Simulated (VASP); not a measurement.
# SiC: NMR shieldings and orbital susceptibility

SiC, F-43m (no. 216), 2 atoms in the cell. PBE, GIPAW shieldings; PAW potentials Si, C (PBE set).

## Input

INCAR:
```
SYSTEM = SiC
GGA      = PE             ! functional
PREC     = Accurate       ! precision mode
ENCUT    = 650            ! plane-wave cutoff, eV
EDIFF    = 1E-8           ! SCF threshold, eV
LREAL    = .FALSE.        ! projectors in reciprocal space
LASPH    = .TRUE.         ! aspherical terms in the spheres
ALGO     = Normal         ! electronic algorithm
NELM     = 120            ! most SCF steps
LWAVE    = .FALSE.        ! write WAVECAR
LCHARG   = .FALSE.        ! write CHGCAR
LCHIMAG  = .TRUE.       
LNMR_SYM_RED= .TRUE.       
NLSPLINE = .TRUE.       
ISMEAR   = 0              ! smearing method
SIGMA    = 0.01           ! smearing width, eV
KPAR     = 2            
LVGVCALC = .FALSE.       
```

KPOINTS:
```
k-points
0
Gamma
  9 9 9
```

POSCAR:
```
SiC
1.0
    0.0000000000      2.1790000000      2.1790000000
    2.1790000000      0.0000000000      2.1790000000
    2.1790000000      2.1790000000      0.0000000000
Si C
1 1
Direct
    0.0000000000      0.0000000000      0.0000000000
    0.7500000000      0.7500000000      0.7500000000
```

Commands:
```
cat potpaw_PBE.64/Si/POTCAR potpaw_PBE.64/C/POTCAR > POTCAR
mpirun -np 2 vasp_std > vasp.out
```

## Result

- Orbital susceptibility (1e-6 cm³ per mole of cells): -19.9

Absolute shieldings:

| Atoms | Isotropic (ppm) | Span (ppm) |
|---|---|---|
| Si1 | 366.1 | 0.0 |
| C1 | 153.4 | 0.0 |

The shieldings include the G = 0 term, which follows from the susceptibility (pGv form unless LVGVAPPL = T).

VASP 6.6.1 took 96 s on 2 cores (Intel Xeon Platinum 8375C @ 2.90GHz (Ice Lake)), a shared host.
